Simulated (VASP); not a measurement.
P, 4 atoms in the cell. The cell holds a sheet with vacuum, 4 atoms: a = 3.300 Å, b = 4.600 Å, c = 16.100 Å, α = 90.00°, β = 90.00°, γ = 90.00°. The cell was built by a generator and needn't be a form met in nature.

| Property | Result |
| --- | --- |
| Program | VASP 6.6.1 |
| Task | single point |
| Functional | PBEsol |
| Dispersion | D3(BJ) |
| Potentials or basis | VASP PAW PBE potentials, release 64 (P) |
| Cutoff | 520 eV |
| k mesh | 10 × 8 × 1 |
| Occupations | gaussian, width 0.03 eV |
| Spin | no spin polarisation |
| Dipole correction | yes |
| Further INCAR settings | ALGO = Fast; EDIFF = 1e-07; NBANDS = 18 |

Potentials or basis: VASP PAW PBE potentials, release 64 (P).

Run with:

```sh
$ cat potpaw_PBE.64/P/POTCAR > POTCAR
$ mpirun -np 1 vasp_std > vasp.out
```

Hardware: 1 thread of Intel(R) Xeon(R) Platinum 8488C (Sapphire Rapids), on a shared host.

Question: How long does it take, and how much memory?

Answer: Run time: 2.7 min on 1 thread of Intel(R) Xeon(R) Platinum 8488C (Sapphire Rapids), on a shared host, peak memory 0.38 GiB. Counts: scf iterations 23, k points 30.
